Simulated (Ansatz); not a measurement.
Input and command of a calculation in Ansatz (plane waves; scalar-relativistic PAW potentials unless the input names others):

```yaml
crystal:
  lattice:
    - [0.003224891, 3.0019780155, 2.977669639]
    - [2.951870511, 0.017341395, 2.963553135]
    - [2.92248141, 2.9584724105, 0.046730496]
  atoms:
    - { symbol: Sr, position: [0.0, 0.0, 0.0] }
basis:
  ecutwfc: 420
kpoints:
  mp_grid: { grid: [10, 10, 10] }
hamiltonian:
  xc: pbesol
scf:
  occupations: { method: tetrahedron_uncorrected }
  mixing: { preconditioner: resta }
  convergence: { dr2_threshold: 0.0001 }
output:
  forces: true
  eigenvalues: true
  stress: true
```

```bash
ansatz run input.yaml --threads 1 --pin off --max-ram 1331MiB --backend cpu --events-out ev --progress --plain --runs-dir out
```

Abridged log:
```
Warning: scf.convergence.dr2_threshold = 1e-4 eV is looser than this run's default, which is 1e-7 eV or tighter. The error in the forces grows as the threshold's square root, so leave the key out unless less accurate forces are enough
Warning: output.stress: scf.convergence.dr2_threshold = 1e-4 eV is looser than the 1e-10 eV advised for a printed stress (1e-10 eV for each atom of the cell: 1). ...
Pseudopotentials: kind: paw
Pseudopotential: Sr, paw, valence charge 10, recommended cutoff 420 eV (normal)
Functional definition: PBEsol
Crystal: 1 atom, lattice volume = 51.411 Å³
Basis set: ecut = 420 eV, 969 PW (Γ), exchange–correlation on 60×60×60 points (8 copies of the dense FFT grid, shifted against one another)
Bands: 9, of which v1, the nominal top of the filled ones, is band 5 counted from 1 (4 counted from 0)
Symmetry: 2 space group operations
Space group: P-1 (ITA 2), of the structure as read, at distance tolerance 3.7e-5 Å
k-points: 504 of 1000
Initial density: superposition of atomic densities (neutral atoms: chi_scale 0, normalization atom), corrected by the library's trained network
Initial wavefunctions: pseudopotential atomic-orbital guess
Functional: x = pbesol(κ = 0.804, μ = 0.12345679), c = pbesol(β = 0.046)
SCF iter   1: F=—  HF=-3492.209483 eV  |F-HF|=—  |Δ(HF+E_count)|=         —  Δρ=1.55e-3  dr2=1.24e-3  ethr=1.77e-3  ⟨swp⟩=7.5  Hψ=42182  notcnv=0
SCF iter   2: F=—  HF=-3492.209903 eV  |F-HF|=—  |Δ(HF+E_count)|=   4.20e-4  Δρ=5.89e-4  dr2=1.65e-4  ethr=1.24e-5  ⟨swp⟩=3.1  Hψ=14074  notcnv=0
SCF iter   3: F=-3492.209945 eV  HF=-3492.209944 eV  |F-HF|=1.18e-6  |Δ(HF+E_count)|=   4.04e-5  Δρ=1.27e-4  dr2=5.91e-6  ethr=1.65e-6  ⟨swp⟩=2.0  Hψ=6493  notcnv=0
SCF iter   4: F=-3492.209946 eV  HF=-3492.209946 eV  |F-HF|=3.79e-8  |Δ(HF+E_count)|=   1.68e-6  Δρ=1.86e-5  dr2=6.44e-8  ethr=5.91e-8  ⟨swp⟩=3.0  Hψ=8778  notcnv=0
SCF iter   5: F=-3492.209946 eV  HF=-3492.209946 eV  |F-HF|=2.88e-10  |Δ(HF+E_count)|=   4.54e-8  Δρ=1.59e-6  dr2=1.03e-9  ethr=6.44e-10  ⟨swp⟩=2.9  Hψ=8880  notcnv=0
SCF iter   6: F=-3492.209946 eV  HF=-3492.209946 eV  |F-HF|=8.64e-12  |Δ(HF+E_count)|=  3.77e-10  Δρ=2.17e-7  dr2=2.01e-11  ethr=1.03e-11  ⟨swp⟩=1.0  Hψ=16190  notcnv=0
SCF 1 converged in 6 iterations: F = -3492.209946 eV  dr2 = 2.01e-11
SCF converged after 6 iterations
Free energy (F): -3492.209946 eV
Harris-Foulkes:  -3492.209946 eV  (|F-HF|=8.64e-12)
Internal energy: -3492.209825 eV  (E = F + TS)
E sigma→0 (E₀):  -3492.209946 eV
Entropy (-TS):   -0.000121 eV (-0.121 meV/atom)
Fermi energy:    5.487081 eV
--- Forces (eV/Å), atoms counted from 1 ---
  atom   1  Sr     0.00000000     0.00000000     0.00000000
--- Stress (GPa, compression-positive) ---
        0.017934       0.126637      -0.175827
        0.126637       0.028728      -0.291698
       -0.175827      -0.291698       0.043114
  P = ⅓ Tr σ = 0.0299 GPa (0.299 kbar)
```

Apart from outputs and empty bands, the input differs from a reference run on usual settings in scf.mixing.preconditioner: not typed → "resta"; scf.occupations.width: 0.05 → not typed; scf.occupations.method: "gaussian" → "tetrahedron_uncorrected"; scf.convergence.dr2_threshold: not typed → 0.0001. The reference, at the same geometry, gave pressure 0.08 GPa, largest force 0.000 eV/Å, no gap on the mesh. This run converged in 6 SCF iterations (reference: 6) with an energy at zero smearing 1.37 meV/atom above the reference's, pressure 0.03 GPa, largest force 0.000 eV/Å, no gap on the mesh.

The SCF went on to a residual of 2e-11 eV, far under the typed threshold, which therefore didn't bind.